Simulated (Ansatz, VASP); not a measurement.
**Two plane-wave programs on Bi**

The input run.py:

```python
from ase.calculators.vasp import Vasp
from ase.dft.bandgap import bandgap
from ase.io import read

atoms = read('Bi.cif')
calc = Vasp(
    directory='calc',
    xc='lda',
    pp='LDA',
    setups='minimal',
    prec='Accurate',
    encut=500,
    ediff=1e-06,
    ismear=0,
    sigma=0.05,
    lreal=False,
    lasph=True,
    nelm=60,
    algo='Fast',
    isif=2,
    lwave=False,
    lcharg=False,
    kpts=[9, 9, 9],
    gamma=True,
)
atoms.calc = calc

print('energy (eV):', atoms.get_potential_energy())
print('free energy (eV):', atoms.get_potential_energy(force_consistent=True))
print('forces (eV/A):')
print(atoms.get_forces())
print('stress (eV/A^3, Voigt):', atoms.get_stress())
print('Fermi level (eV):', calc.get_fermi_level())
gap, top, bottom = bandgap(calc)
print('band gap (eV):', gap, 'from (spin, k, band)', top, 'to', bottom)
```

The input Bi.cif:

```cif
data_Bi
_cell_length_a 3.43193835
_cell_length_b 3.43193835
_cell_length_c 3.43193835
_cell_angle_alpha 109.47122063
_cell_angle_beta 109.47122063
_cell_angle_gamma 109.47122063
_space_group_name_H-M_alt 'P1'
_space_group_name_Hall 'P 1'
_space_group_IT_number 1
loop_
_space_group_symop_operation_xyz
'x,y,z'
loop_
_atom_site_label
_atom_site_type_symbol
_atom_site_symmetry_multiplicity
_atom_site_Wyckoff_symbol
_atom_site_fract_x
_atom_site_fract_y
_atom_site_fract_z
_atom_site_occupancy
Bi1 Bi 1 a 0.0000000000 0.0000000000 0.0000000000 1
```

File input.yaml:

```yaml
crystal:
  lattice:
    - [-1.9814305318, 1.9814305318, 1.9814305318]
    - [1.9814305318, -1.9814305318, 1.9814305318]
    - [1.9814305318, 1.9814305318, -1.9814305318]
  atoms:
    - { symbol: Bi, position: [0.0, 0.0, 0.0] }
hamiltonian:
  xc: lda
  pseudopotentials: { kind: paw }
kpoints:
  mp_grid: { grid: [9, 9, 9] }
scf:
  occupations: { method: gaussian, width: 0.05 }
output:
  forces: true
  stress: true
  eigenvalues: true
```

This isn't the form of Bi at room conditions, which is rhombohedral.

Alike in both runs: task single point; functional LDA; k mesh 9 × 9 × 9; occupations gaussian, width 0.05 eV; no spin polarisation.

|  | VASP | Ansatz |
| --- | --- | --- |
| version | VASP 6.6.1 | Ansatz 0.2.0 |
| potentials or method | VASP PAW LDA potentials, release 64 (Bi) | Ansatz PAW |
| plane-wave cutoff (eV) | 500 | 420 |
| valence electrons in the cell | 5 | 15 |

|  | VASP | Ansatz | Ansatz less VASP |
| --- | --- | --- | --- |
| gap on the k mesh at the Fermi level (eV) | none | none | - |
| pressure (GPa) | -3.3 | -3.3 | -0.08 |

A gap of «none» marks a metal or a gap that the smearing closes. The two sets of potentials don't hold the same shells in valence.

Caveats: spin-orbit coupling is left out, which moves the levels of the heavy elements; the PAW data sets come from PBE, with cores solved anew for the run's functional, which leaves a small shift of forces and pressure (Ansatz).
